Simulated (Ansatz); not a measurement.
The system is SiNi.

```
Ni Si
1.0
     4.50369    0.00000    0.00000
     0.00000    4.50369    0.00000
     0.00000    0.00000    4.50369
Ni Si
4 4
Direct
  0.14452 0.15394 0.15302
  0.65771 0.35351 0.84364
  0.84568 0.65345 0.34310
  0.34388 0.85179 0.63889
  0.84108 0.84656 0.84290
  0.34286 0.64901 0.16321
  0.16102 0.34485 0.66406
  0.65234 0.15385 0.34595
```

The cell is a database's computed one.

The cell isn't the ideal one: atoms moved at random, drawn with an rms of 0.05 Å.

A run of Ansatz 0.2.0 on this cell left the log below. Logs are shortened: lines on timing, memory, paths and dates and some standing lists are left out, and cuts for length are marked.

```text
Warning: RAYON_NUM_THREADS=4 ignored (pool sized by the plan → 4); use --threads N
Ni: projections on atomic orbitals take those of the free atom 1s2 2s2 2p6 3s2 3p6 3d8 4s2, of charge +0.00 (hamiltonian.pseudopotentials.projection_atoms)
Si: projections on atomic orbitals take those of the free atom 1s2 2s2 2p6 3s2 3p2, of charge +0.00 (hamiltonian.pseudopotentials.projection_atoms)
LAPW: plane waves up to 8.831 Å⁻¹, error target 1.0e-3 eV per atom; small_component_spin mean_spin; Si in spheres of 1.061 Å, 12 of its electrons in bands, Dirac shells []; Ni in spheres of 1.267 Å, 18 of its electrons in bands, Dirac shells [] (how accurate: hamiltonian.pseudopotentials.lapw.basis_error, Limitations)
Engine: ansatz 0.2.0, x86_64-unknown-linux-gnu
Pseudopotentials: kind: all_electron
Pseudopotential: Ni, LAPW, valence charge 18, lapw/all_electron/scalar/gaussian/Ni, Koelling and Harmon's equation, gaussian nucleus
Pseudopotential: Si, LAPW, valence charge 12, lapw/all_electron/scalar/gaussian/Si, Koelling and Harmon's equation, gaussian nucleus
Functional definition: PBE
  parameter kappa = 0.804
[... 76 lines left out ...]
  k-point 1 ↑: bands = ["-117.6820", "-117.6759", "-117.6751", "-117.6729", "-86.5846", "-86.5752", "-86.5649", "-86.5529", "-73.7417", "-73.7322", "-73.7302", "-73.7289", "-73.7283", "-73.7278", "-73.7249", "-73.7240", "-73.7180", "-73.7146", "-73.7098", "-73.7088", "-47.0760", "-47.0661", "-47.0572", "-47.0347", "-46.9914", "-46.9684", "-46.9610", "-46.9454", "-46.9343", "-46.9275", "-46.9233", "-46.9156", "3.5985", "7.7183", "8.8682", "9.5080", "10.8465", "11.4489", "12.0300", "12.3002", "12.6591", "13.4101", "13.5456", "13.6313", "13.8046", "13.8085", "13.8841", "13.9130", "14.2164", "14.2798", "14.4979", "15.1036", "15.1316", "15.3067", "15.3430", "15.4437", "15.8219", "15.9585", "16.5202", "17.8261", "18.0230", "18.2169", "18.4811", "19.3806", "19.8517", "19.9592", "20.4385", "21.1911", "21.6337", "22.8714", "23.3943", "23.6682", "23.8596", "24.4366", "25.1514"]
  k-point 2 ↑: bands = ["-117.6820", "-117.6759", "-117.6751", "-117.6729", "-86.5846", "-86.5752", "-86.5650", "-86.5529", "-73.7417", "-73.7322", "-73.7303", "-73.7287", "-73.7283", "-73.7278", "-73.7249", "-73.7240", "-73.7180", "-73.7146", "-73.7097", "-73.7089", "-47.0761", "-47.0658", "-47.0567", "-47.0356", "-46.9918", "-46.9684", "-46.9617", "-46.9440", "-46.9329", "-46.9286", "-46.9240", "-46.9155", "4.1863", "6.3666", "9.2466", "9.9370", "10.8337", "11.6007", "11.6848", "12.1304", "12.7919", "13.0355", "13.5416", "13.6951", "13.8048", "13.8492", "14.0008", "14.0667", "14.1817", "14.3504", "14.5470", "14.8156", "15.0957", "15.2200", "15.4053", "15.4533", "15.7535", "15.7731", "16.9383", "17.4104", "17.5049", "17.5925", "18.8691", "19.8357", "20.1606", "20.3346", "20.8935", "21.7807", "21.8359", "22.4068", "22.6503", "23.5069", "24.6524", "25.3892", "25.7250"]
  k-point 111 ↓: bands = ["-117.6820", "-117.6759", "-117.6752", "-117.6729", "-86.5844", "-86.5752", "-86.5650", "-86.5531", "-73.7417", "-73.7322", "-73.7299", "-73.7296", "-73.7279", "-73.7277", "-73.7251", "-73.7238", "-73.7180", "-73.7145", "-73.7097", "-73.7090", "-47.0741", "-47.0639", "-47.0594", "-47.0388", "-46.9907", "-46.9707", "-46.9587", "-46.9450", "-46.9332", "-46.9328", "-46.9216", "-46.9131", "7.4732", "7.5659", "7.5814", "7.6149", "9.8582", "9.8645", "9.8913", "9.9124", "13.5005", "13.5375", "13.5979", "13.6269", "13.7298", "13.7678", "13.8139", "13.8617", "14.8899", "14.9155", "14.9550", "14.9620", "14.9883", "14.9965", "15.0139", "15.0331", "15.7755", "15.8089", "15.8458", "15.9034", "21.6703", "21.7482", "21.7713", "21.8554", "22.0378", "22.1070", "22.1584", "22.2219", "24.0940", "24.1450", "24.1648", "24.2334", "25.3344", "25.3440", "25.3868"]
--- Löwdin populations: 8 sites ---
  site symbol       q [e]    m [muB]
     0     Ni     27.4263     0.0000
     1     Ni     27.4259     0.0000
     2     Ni     27.4269     0.0000
     3     Ni     27.4270     0.0000
     4     Si     14.3151    -0.0000
     5     Si     14.3089    -0.0000
     6     Si     14.3064    -0.0000
     7     Si     14.3113    -0.0000
  spilling = 0.006263 (of n_electrons = 168.000000)
```

Question: Write the input and the command behind it.

Answer: Single point with PBE, collinear spin, ferromagnetic start. The files as run (others can give the same):

input.yaml
```yaml
crystal:
  lattice:
    - [4.503694, 0.0, 0.0]
    - [0.0, 4.503694, 0.0]
    - [0.0, 0.0, 4.503694]
  atoms:
    - { symbol: Ni, position: [0.144521, 0.15394, 0.153017], spin: 1.0 }
    - { symbol: Ni, position: [0.657711, 0.35351, 0.843635], spin: 1.0 }
    - { symbol: Ni, position: [0.845677, 0.653445, 0.343098], spin: 1.0 }
    - { symbol: Ni, position: [0.34388, 0.851791, 0.638887], spin: 1.0 }
    - { symbol: Si, position: [0.841085, 0.846559, 0.8429] }
    - { symbol: Si, position: [0.342862, 0.649012, 0.163214] }
    - { symbol: Si, position: [0.161018, 0.344849, 0.664058] }
    - { symbol: Si, position: [0.652345, 0.153854, 0.345954] }
kpoints:
  mp_grid: { grid: [6, 6, 6] }
scf:
  occupations: { method: fermi_dirac, width: 0.05 }
hamiltonian:
  xc: pbe
  pseudopotentials: { kind: all_electron, lapw: { basis_error: 0.001 } }
magnetization:
  spin_polarized: true
output:
  forces: true
  stress: true
  eigenvalues: true
  populations: true
```

Potentials or basis: all-electron LAPW, scalar-relativistic.
Run with:
```sh
$ ansatz run input.yaml --threads 4 --pin off --max-ram 14336MiB --backend cpu --events-out ev --progress --plain --runs-dir out
```

Caveat: the starting moments weren't kept.
